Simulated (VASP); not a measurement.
ZnS (Wurtzite-2H):

```xyz
4
Lattice="3.8110 0.0000 0.0000 -1.9055 3.3004 0.0000 0.0000 0.0000 6.2340" Properties=species:S:1:pos:R:3 pbc="T T T"
Zn    1.9055    1.1001    3.1170
Zn    0.0000    2.2003    0.0000
S     1.9055    1.1001    5.5171
S     0.0000    2.2003    2.4001
```

| Quantity | Value |
| --- | --- |
| Program | VASP 6.6.1 |
| Task | relaxation of cell and atoms |
| Functional | RPBE |
| Dispersion | D4 |
| Potentials or basis | VASP PAW PBE potentials, release 64 (Zn, S) |
| Cutoff | 600 eV |
| k mesh | 8 × 8 × 5 |
| Occupations | fermi-dirac, width 0.05 eV |
| Spin | no spin polarisation |

At the start: pressure -0.8 GPa; volume 19.60 Å³/atom.

Problem. How do energy, volume and symmetry change on relaxing?

Solution. Over 7 steps the energy falls by 6.3 meV/atom and the volume is 19.33 Å³/atom (-1.4 %); space group P6_3mc (No. 186, to 0.05 Å).

The path:
```tsv
step	energy change (eV)	largest force (eV/Å)	pressure (GPa)	volume (Å³)
1	0.0000	0.3269	-0.82	78.41
2	-0.0198	0.0841	0.11	77.27
3	-0.0198	0.0792	0.11	77.25
4	-0.0222	0.0534	0.04	77.31
5	-0.0250	0.0219	-0.14	77.48
6	-0.0250	0.0157	0.13	77.20
7	-0.0251	0.0015	0.00	77.33
```

Final structure:
```xyz
4
Lattice="3.7885 0.0000 0.0000 -1.8942 3.2809 0.0000 0.0000 0.0000 6.2212" Properties=species:S:1:pos:R:3 pbc="T T T"
Zn    1.8942    1.0936    3.1453
Zn    0.0000    2.1873    0.0347
S     1.8942    1.0936    5.4711
S     0.0000    2.1873    2.3605
```

Caveat: the PAW data sets were made with another functional, which shifts forces and pressure a little.
